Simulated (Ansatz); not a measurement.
# Li: molecular dynamics, part 2 of 2

The plan is to heat the crystal hard, then quench it. Runs: 250 steps of 1 fs under a Langevin thermostat at 1300 K; 400 steps of 1 fs under a Langevin thermostat, set from 1040 K to 300 K by a schedule. The start is the crystal (bcc).

Ansatz 0.2.0; DFT PBE+D3(BJ), plane waves, PAW, scalar-relativistic, no spin polarisation. Earlier steps stand in the parts before.

## (8) What the atoms did

One step in 21; energies are changes from step 0; msd is the mean square displacement from the start, the centre of mass held:

```
time (fs)  T (K)  potential energy change (meV/atom)  msd Li (Å²)
      0.0    975                                 0.0        0.000
     21.0   1155                                -2.0        0.137
     42.0    550                                19.9        0.376
     63.0   1111                               -28.9        0.444
     84.0    642                                 0.1        0.521
    105.0    992                                -5.0        0.598
    126.0    850                               -14.5        0.637
    147.0    793                               -45.9        0.562
    168.0    648                               -60.4        0.468
    189.0    604                               -74.5        0.446
    210.0    669                               -84.3        0.508
    231.0    419                               -60.5        0.596
    252.0    531                               -82.4        0.605
    273.0    530                               -76.2        0.605
    294.0    622                               -87.3        0.533
    315.0    562                               -96.1        0.525
    336.0    406                               -94.0        0.571
    357.0    430                              -101.5        0.621
    378.0    519                              -108.5        0.618
    399.0    320                               -97.1        0.608
    400.0    310                               -96.6        0.608
```

time (fs), T (K) and a bar:
```
      0.0        975 #####################
     17.0       1277 ##############################
     35.0        830 ################
     52.0        814 ################
     70.0       1102 #########################
     87.0        747 ##############
    104.0        877 ##################
    122.0        940 ####################
    139.0        667 ###########
    157.0        904 ##################
    174.0        710 ############
    191.0        654 ###########
    209.0        701 ############
    226.0        428 ####
    243.0        486 #####
    261.0        440 ####
    278.0        574 ########
    296.0        583 ########
    313.0        577 ########
    330.0        442 ####
    348.0        504 ######
    365.0        430 ####
    383.0        544 #######
    400.0        310
```

Pair distribution over the second half of the run:

```csv
r (Å),g Li–Li
0.68,0.00
0.84,0.00
1.00,0.00
1.16,0.00
1.32,0.00
1.48,0.00
1.64,0.00
1.80,0.00
1.96,0.00
2.12,0.00
2.28,0.01
2.44,0.24
2.60,0.81
2.76,1.61
2.92,2.88
3.08,2.98
3.24,2.32
3.40,1.63
```

First peaks of g(r) (not always the tallest), and, where a minimum follows, the mean number of second-named atoms round a first-named one up to the next minimum:

```csv
pair,peak (Å),height,minimum (Å),neighbours
Li–Li,3.00,3.2,-,-
```

Maxima of the velocity power spectrum (cm⁻¹, relative height; resolution about 170 cm⁻¹): 230 (100).

## (9) Frames from the trajectory

Positions (Å) and forces (eV/Å):

```xyz
16
Lattice="6.980 0.000 0.000 0.000 6.980 0.000 0.000 0.000 6.980" Properties=species:S:1:pos:R:3:forces:R:3 pbc="T T T" time_fs=67.0 T=1025 dE=-0.5272
Li    0.065   -0.069   -0.766    0.111    0.131    0.429
Li    3.872   -0.612   -0.534   -0.114   -0.100    0.060
Li   -0.268    3.281   -0.366    0.086    0.007    0.200
Li    0.300    0.128    3.434   -0.505    0.004   -0.524
Li    2.105    0.889    1.514   -0.230    0.298   -0.356
Li    3.441    3.095   -0.296   -0.005    0.045   -0.148
Li    2.967    0.121    3.957    0.423   -0.384   -0.131
Li    4.989    1.210    1.676   -0.079    0.015    0.000
Li   -0.322    3.039    2.611    0.225   -0.033   -0.163
Li    1.377    5.115    1.532   -0.124    0.325   -0.320
Li    1.621    2.248    4.287    0.050    0.256    0.431
Li    3.002    3.725    2.508    0.271   -0.454   -0.001
Li    5.589    5.401    1.548   -0.162    0.058   -0.074
Li    5.540    1.692    4.747   -0.559    0.009   -0.069
Li    0.654    4.937    4.480    0.319   -0.373    0.112
Li    4.733    4.623    4.011    0.293    0.196    0.554
16
Lattice="6.980 0.000 0.000 0.000 6.980 0.000 0.000 0.000 6.980" Properties=species:S:1:pos:R:3:forces:R:3 pbc="T T T" time_fs=133.0 T=741 dE=-0.2498
Li    0.575   -0.149   -0.764   -0.754   -0.476   -0.111
Li    2.972   -1.212   -0.148    0.578    0.792   -0.083
Li   -0.654    3.416   -0.329    0.547    0.150    0.045
Li    0.020   -0.146    2.907    0.091   -0.102    0.180
Li    1.890    0.949    1.115    0.136    0.391    0.228
Li    3.523    3.550   -0.584   -0.137   -0.824   -0.006
Li    3.011   -0.363    3.947    0.560    0.870   -0.515
Li    5.047    1.566    1.284   -0.003   -0.395   -0.163
Li    0.036    2.792    2.799   -0.196    0.041    0.220
Li    1.513    4.295    1.228   -0.503    0.339    0.020
Li    1.506    1.944    4.975    0.234    0.210    0.041
Li    3.241    3.068    2.427    0.274   -0.047    0.597
Li    5.172    5.122    1.678   -0.135    0.063   -0.207
Li    5.115    1.465    5.167   -0.138   -0.296   -0.306
Li    1.836    4.828    4.349   -0.784   -0.816    0.119
Li    5.032    4.559    4.423    0.230    0.102   -0.061
16
Lattice="6.980 0.000 0.000 0.000 6.980 0.000 0.000 0.000 6.980" Properties=species:S:1:pos:R:3:forces:R:3 pbc="T T T" time_fs=200.0 T=706 dE=-1.3440
Li    0.004   -0.471   -0.568   -0.081    0.199   -0.033
Li    3.402   -0.814   -0.703   -0.207    0.148   -0.062
Li   -0.379    2.795   -0.426   -0.161    0.194   -0.027
Li    0.170    0.225    3.197   -0.296   -0.684   -0.425
Li    1.662    1.674    1.070   -0.254   -0.757    0.288
Li    3.153    3.125    0.070    0.657    0.341   -0.614
Li    3.264   -0.403    2.859   -0.292   -0.048    0.144
Li    4.907    0.846    1.014    0.182    0.235    0.116
Li   -0.300    2.875    2.693   -0.023    0.077    0.032
Li    1.375    4.958    1.081   -0.042   -0.089    0.388
Li    1.399    1.591    4.769    0.440    0.058    0.450
Li    3.440    2.776    3.162   -0.059    0.257   -0.221
Li    5.078    4.884    1.597    0.117   -0.003   -0.184
Li    4.911    1.133    4.653    0.136    0.050    0.267
Li    1.478    4.549    4.593    0.056    0.026   -0.044
Li    5.464    4.760    4.708   -0.172   -0.004   -0.075
16
Lattice="6.980 0.000 0.000 0.000 6.980 0.000 0.000 0.000 6.980" Properties=species:S:1:pos:R:3:forces:R:3 pbc="T T T" time_fs=267.0 T=450 dE=-1.1721
Li    0.241   -0.289   -0.647   -0.016   -0.364    0.413
Li    3.493   -0.626   -1.132    0.058   -0.020    0.266
Li   -0.246    2.945   -0.125   -0.013   -0.349   -0.500
Li   -0.208   -0.704    3.178    0.449    0.182   -0.383
Li    1.406    1.379    1.475    0.037   -0.153   -0.104
Li    3.702    2.934   -0.518   -0.049   -0.020    0.056
Li    2.761   -0.585    2.994    0.301   -0.067    0.112
Li    4.875    0.729    1.277    0.194    0.089   -0.057
Li   -0.213    3.021    3.037    0.309   -0.542   -0.140
Li    1.605    4.458    1.268    0.221    0.129   -0.045
Li    1.679    1.565    4.902   -0.111    0.012   -0.106
Li    3.606    2.558    3.094    0.068    0.308   -0.020
Li    5.633    4.671    1.341   -0.573    0.391   -0.103
Li    5.688    0.932    4.643   -0.475    0.476    0.090
Li    1.358    4.612    4.829    0.147   -0.255    0.032
Li    5.508    4.478    4.547   -0.548    0.182    0.488
16
Lattice="6.980 0.000 0.000 0.000 6.980 0.000 0.000 0.000 6.980" Properties=species:S:1:pos:R:3:forces:R:3 pbc="T T T" time_fs=333.0 T=431 dE=-1.5061
Li   -0.174   -0.558   -0.105    0.056    0.003   -0.238
Li    3.091   -0.475   -0.306    0.115   -0.024   -0.403
Li   -0.419    2.651   -0.558    0.174    0.041    0.283
Li   -0.004   -0.775    3.006   -0.259   -0.366   -0.129
Li    1.660    0.909    1.483   -0.005    0.405    0.070
Li    3.570    2.588   -0.522   -0.180    0.084    0.110
Li    3.579   -0.747    3.328   -0.513    0.079   -0.228
Li    5.114    1.155    1.798   -0.217   -0.360   -0.353
Li   -0.470    3.040    2.684    0.194    0.181    0.253
Li    1.930    4.572    1.507   -0.187   -0.151   -0.112
Li    1.089    1.042    4.303    0.327    0.174    0.437
Li    3.249    2.778    3.351    0.254   -0.023   -0.097
Li    4.975    4.898    1.189   -0.108   -0.191    0.060
Li    5.176    0.866    4.747    0.062    0.113    0.063
Li    1.323    4.184    4.755    0.067    0.366    0.182
Li    5.048    4.842    4.898    0.218   -0.332    0.103
16
Lattice="6.980 0.000 0.000 0.000 6.980 0.000 0.000 0.000 6.980" Properties=species:S:1:pos:R:3:forces:R:3 pbc="T T T" time_fs=400.0 T=310 dE=-1.5451
Li   -0.080   -0.333   -0.290   -0.146   -0.247    0.010
Li    3.308   -0.572   -0.570   -0.287    0.136   -0.020
Li   -0.413    2.461    0.182   -0.072    0.158   -0.428
Li   -0.831   -0.987    2.934    0.352   -0.138   -0.023
Li    1.777    1.240    1.741   -0.103   -0.124   -0.013
Li    3.165    2.462   -0.313    0.074   -0.083   -0.176
Li    2.925   -1.014    3.120    0.012    0.090    0.022
Li    4.777    0.829    1.356   -0.155    0.036    0.183
Li   -0.441    2.878    3.020    0.079    0.075    0.054
Li    1.407    4.443    0.936    0.056    0.134    0.436
Li    1.389    1.087    4.813   -0.010    0.101   -0.153
Li    3.511    3.270    3.114   -0.150   -0.315   -0.057
Li    4.488    4.520    0.838    0.272    0.052    0.479
Li    4.758    0.961    4.433    0.014    0.132    0.280
Li    1.584    4.287    5.274   -0.181    0.029   -0.391
Li    4.952    4.474    5.247    0.242   -0.036   -0.203
```

On run 2: Under a schedule from 1040 to 300 K over 400 fs, the atoms average 440 K over the last tenth of the run. Such a rate, of order 10^15 K/s, is far beyond any furnace or quench, and the atoms lag the set-point. The atom that moves most swings out by 1.49 Å (the median distance to the nearest neighbour, bonds to H left out, is 2.55 Å), and none ends a neighbour distance from its start. Counted from the crystal's sites, with the common drift removed, the atoms stand 0.42 Å away over the last tenth of the run (root mean square), 14 % of the neighbour distance: near the range, 10 to 20 % and a little above, in which crystals usually melt.

## (10) Outcome

This closing draws on all 2 parts.

| quantity | value |
| --- | --- |
| run 1: length | 250 steps of 1 fs |
| run 1: temperature, first and last step | 1219 and 1337 K |
| run 1: temperature, second half | mean 1146 K, from 828 to 1707 K |
| run 1: potential energy, second half | +153 meV/atom from this run's first step |
| run 1: mean square displacement, second half | Li 0.578 Å² |
| run 2: length | 400 steps of 1 fs |
| run 2: temperature, first and last step | 975 and 310 K |
| run 2: temperature, second half | mean 501 K, from 307 to 756 K |
| run 2: potential energy, second half | -88 meV/atom from this run's first step |
| run 2: mean square displacement, second half | Li 0.578 Å² |

What this shows: Mean temperatures of the second halves: 1146 K, 501 K. In the last run: counted from the crystal's sites, with the common drift removed, the atoms stand 0.42 Å away over the last tenth of the run (root mean square), 14 % of the neighbour distance: near the range, 10 to 20 % and a little above, in which crystals usually melt. 400 fs on 16 atoms is far too short and small for converged averages. The settings are cheap ones for dynamics (low accuracy level or one k-point).
